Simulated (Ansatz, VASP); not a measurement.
**Two plane-wave programs on Be**

```xyz
2
Lattice="2.2420 0.0000 0.0000 -1.1210 1.9416 0.0000 0.0000 0.0000 3.6009" Properties=species:S:1:pos:R:3 pbc="T T T"
Be    0.0000    1.2944    0.9002
Be    1.1210    0.6472    2.7007
```

Change from the starting cell: strain -0.025 along x and y, +0.000 along z, atoms carried along.

Alike in both runs: task single point; functional PBEsol; k mesh 24 × 24 × 14; occupations gaussian, width 0.15 eV; no spin polarisation.

|  | VASP | Ansatz |
| --- | --- | --- |
| version | VASP 6.6.1 | Ansatz 0.2.0 |
| potentials or method | VASP PAW PBE potentials, release 64 (Be) | scalar-relativistic, plane waves, PAW |
| plane-wave cutoff (eV) | 520 | 420 |
| valence electrons in the cell | 4 | 4 |

|  | VASP | Ansatz | Ansatz less VASP |
| --- | --- | --- | --- |
| gap on the k mesh at the Fermi level (eV) | none | none | - |
| pressure (GPa) | 0.2 | -0.2 | -0.38 |
| largest component of the traceless stress (GPa) | 4.73 | 4.76 | +0.037 |

A gap of «none» marks a metal or a gap that the smearing closes. The functional is the same, so the differences come from potentials, cutoffs and numerics.

Caveats: the PAW data sets were made with another functional, which shifts forces and pressure a little (VASP).
